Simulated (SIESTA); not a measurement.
BN:

```
N B
1.0
     2.55394    0.00000    0.00000
    -1.27697    2.21178    0.00000
     0.00000    0.00000    4.22685
N B
2 2
Direct
  0.33333 0.66667 0.12528
  0.66667 0.33333 0.62528
  0.33333 0.66667 0.49972
  0.66667 0.33333 0.99972
```

Measurements of this composition are mostly on another form, of space group No. 194.

Base run:

- Program: SIESTA 5.4.2
- Functional: BLYP
- Potentials or basis: PseudoDojo 0.4 standard (PBE files)
- Basis: DZP (energy shift 0.003 Ry)
- Grid cutoff: 800 Ry
- Energy shift: 0.003 Ry
- k mesh: 12 × 12 × 6
- Occupations: fermi-dirac, width 0.05 eV
- Spin: no spin polarisation

Its results: band gap on the k mesh 5.64 eV, indirect (least direct gap 8.52 eV); pressure 13.7 GPa; largest force 0.016 eV/Å.

Question: The run is repeated on the same cell with these changes: functional from BLYP to vdW-DF-cx. What comes out?

Answer: Band gap on the k mesh 5.24 eV, indirect (least direct gap 8.34 eV); pressure 0.5 GPa; largest force 0.030 eV/Å.

Caveats: the potentials were made for another functional, which shifts forces and pressure; the basis of atomic orbitals isn't converged, which shifts pressures, moduli and gaps.
